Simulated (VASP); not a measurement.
**Al: relaxation of cell and atoms with LDA**

Crystal: Al.

```
Al
1.0
     0.00000    2.01000    2.01000
     2.01000    0.00000    2.01000
     2.01000    2.01000    0.00000
Al
1
Direct
  0.00000 0.00000 0.00000
```

The cell was built by a generator and needn't be a form met in nature.

* Program: VASP 6.6.1
* Task: relaxation of cell and atoms
* Functional: LDA
* Potentials or basis: VASP PAW LDA potentials, release 64 (Al)
* Cutoff: 600 eV
* k mesh: 18 × 18 × 18
* Occupations: methfessel-paxton, width 0.1 eV
* Spin: no spin polarisation
* Further INCAR settings: ALGO = Normal; EDIFF = 1e-06; IBRION = 2; EDIFFG = -0.005; NSW = 40; ISIF = 3

* Relaxed volume: 15.82 Å³/atom
* Relaxed cell: a = 2.818 Å, b = 2.818 Å, c = 2.818 Å, α = 60.00°, β = 60.00°, γ = 60.00°
* Space group after relaxing (to 0.05 Å): Fm-3m (No. 225)
* Energy gained by relaxing: 2.7 meV/atom
* Ionic steps: 3
* Pressure after relaxing: 0.0 GPa
* Band gap on the k mesh: none (metal or under the smearing width)

The path:
```tsv
step	energy change (eV)	largest force (eV/Å)	pressure (GPa)	volume (Å³)
1	0.0000	0.0000	-2.01	16.24
2	-0.0027	0.0000	0.27	15.77
3	-0.0027	0.0000	0.00	15.82
```

Final structure:
```yaml
crystal:
  lattice:
    - [0.00000, 1.99239, 1.99239]
    - [1.99239, 0.00000, 1.99239]
    - [1.99239, 1.99239, 0.00000]
  atoms:
    - { symbol: Al, position: [0.00000, 0.00000, 0.00000] }
```

Levels at points of the mesh, in eV from the Fermi level:
```csv
k point,band 1,band 2,band 3,band 4,band 5
"(0.00, 0.00, 0.00)",-11.39,12.81,12.81,12.81,14.46
"(0.50, 0.00, 0.00)",-4.71,-4.44,11.64,11.64,11.70
"(0.50, 0.50, 0.00)",-2.99,-1.61,5.31,5.74,5.74
```

It took 10 s on 1 thread of Intel(R) Xeon(R) Platinum 8375C CPU @ 2.90GHz (Ice Lake) (shared host), peak memory 0.14 GiB.
